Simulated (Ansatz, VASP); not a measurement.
## B in VASP and in Ansatz

File INCAR:

```
SYSTEM = B
PREC = Accurate
ENCUT = 520
EDIFF = 1E-6
ISMEAR = 0
SIGMA = 0.15
LREAL = .False.
LASPH = .True.
NELM = 80
ALGO = Normal
ISIF = 2
LWAVE = .False.
LCHARG = .False.
GGA = PS
NBANDS = 8
```

KPOINTS

```
regular mesh
0
Gamma
  33 33 14
  0 0 0
```

Contents of POSCAR:

```
B
1.0
    1.6768970722      0.0000000000      0.0000000000
   -0.8384485361      1.4522354640      0.0000000000
    0.0000000000      0.0000000000      3.7444855355
B
1
Direct
    0.0000000000      0.0000000000      0.0000000000
```

Input for Ansatz:

```yaml
crystal:
  lattice:
    - [1.6768970722, 0.0, 0.0]
    - [-0.8384485361, 1.452235464, 0.0]
    - [0.0, 0.0, 3.7444855355]
  atoms:
    - { symbol: B, position: [0.0, 0.0, 0.0] }
basis:
  ecutwfc: 420
kpoints:
  mp_grid: { grid: [33, 33, 14] }
hamiltonian:
  xc: pbesol
scf:
  occupations: { method: gaussian, width: 0.15 }
output:
  forces: true
  stress: true
  eigenvalues: true
```

Change from the starting cell: strain -0.015 along x and y, +0.030 along z, atoms carried along.

Alike in both runs: task single point; functional PBEsol; k mesh 33 × 33 × 14; occupations gaussian, width 0.15 eV; no spin polarisation.

|  | VASP | Ansatz |
| --- | --- | --- |
| version | VASP 6.6.1 | Ansatz 0.2.0 |
| potentials or method | VASP PAW PBE potentials, release 64 (B) | scalar-relativistic, plane waves, PAW |
| plane-wave cutoff (eV) | 520 | 420 |
| valence electrons in the cell | 3 | 3 |

Ansatz gave:

| Quantity | Value |
| --- | --- |
| gap on the k mesh at the Fermi level (eV) | none |
| pressure (GPa) | 10.2 |
| largest component of the traceless stress (GPa) | 11.33 |

Question: What did VASP give for the same quantities?

Answer: gap on the k mesh at the Fermi level (eV): none; pressure (GPa): 10.5; largest component of the traceless stress (GPa): 11.65.

A gap of «none» marks a metal or a gap that the smearing closes.

Caveats: the PAW data sets were made with another functional, which shifts forces and pressure a little (VASP).
